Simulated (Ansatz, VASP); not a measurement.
# InSb: VASP beside Ansatz

```
In Sb
1.0
     0.00000    3.26055    3.26055
     3.26055    0.00000    3.26055
     3.26055    3.26055    0.00000
In Sb
1 1
Direct
  0.00000 0.00000 0.00000
  0.75000 0.75000 0.75000
```

Change from the starting cell: volume scaled by 1.02.

Alike in both runs: task single point; functional PBE; k mesh 9 × 9 × 9; occupations fermi-dirac, width 0.05 eV; no spin polarisation.

```csv
,VASP,Ansatz
version,VASP 6.6.1,Ansatz 0.2.0
potentials or method,"VASP PAW PBE potentials, release 64 (In_d, Sb), cutoff 520 eV","all-electron LAPW, scalar-relativistic"
```

```tsv
	VASP	Ansatz	Ansatz less VASP
pressure (GPa)	2.1	2.2	+0.03
```

Ansatz ran all-electron here, so the differences hold the error of VASP's frozen core and of both bases.

The runs have no spin-orbit coupling, so splittings on Sb are missing.
